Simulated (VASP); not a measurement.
Wanted: the native input for a VASP 6.6.1 run.

* Task: relaxation of cell and atoms
* Functional: PBE
* Dispersion: D4
* Potentials or basis: VASP PAW PBE potentials, release 64 (Al)
* Cutoff: 600 eV
* k mesh: 11 × 11 × 11
* Occupations: fermi-dirac, width 0.05 eV
* Spin: no spin polarisation
* Further INCAR settings: ALGO = Normal; EDIFF = 1e-06; IBRION = 2; EDIFFG = -0.005; NSW = 40; ISIF = 3

The structure of Al lies in POSCAR:

```
Al
1.0
    0.0000000000      2.0248050000      2.0248050000
    2.0248050000      0.0000000000      2.0248050000
    2.0248050000      2.0248050000      0.0000000000
Al
1
Direct
    0.0000000000      0.0000000000      0.0000000000
```

One way to write it, as run:

INCAR

```
PREC = Accurate
ENCUT = 600
EDIFF = 1E-6
ISMEAR = -1
SIGMA = 0.05
LREAL = False
LASPH = True
NELM = 80
ALGO = Normal
ISIF = 3
LWAVE = False
LCHARG = False
GGA = PE
IVDW = 13
IBRION = 2
NSW = 40
EDIFFG = -0.005
```

KPOINTS

```
Automatic mesh
0
Gamma
  11 11 11
```

Potentials or basis: VASP PAW PBE potentials, release 64 (Al).

Launch:

```sh
$ cat potpaw_PBE.64/Al/POTCAR > POTCAR
$ mpirun -np 1 vasp_std > vasp.out
```

Results of the run:

```yaml
Relaxed_volume: 15.86 Å³/atom
Relaxed_cell: a = 2.820 Å, b = 2.820 Å, c = 2.820 Å, α = 60.00°, β = 60.00°, γ = 60.00°
Space_group_after_relaxing_to_0.05_Å: Fm-3m (No. 225)
Energy_gained_by_relaxing: 8.8 meV/atom
Ionic_steps: 3
Pressure_after_relaxing: 0.0 GPa
Band_gap_on_the_k_mesh: none (metal or under the smearing width)
Dispersion_energy_per_atom: -0.357 eV
```

Caveat: pairwise dispersion overbinds metals, which lowers pressure and volume.

It took 13 s on 1 thread of AMD EPYC 7R43 64-Core Processor (Zen 3), on a shared host, peak memory 0.1 GiB.
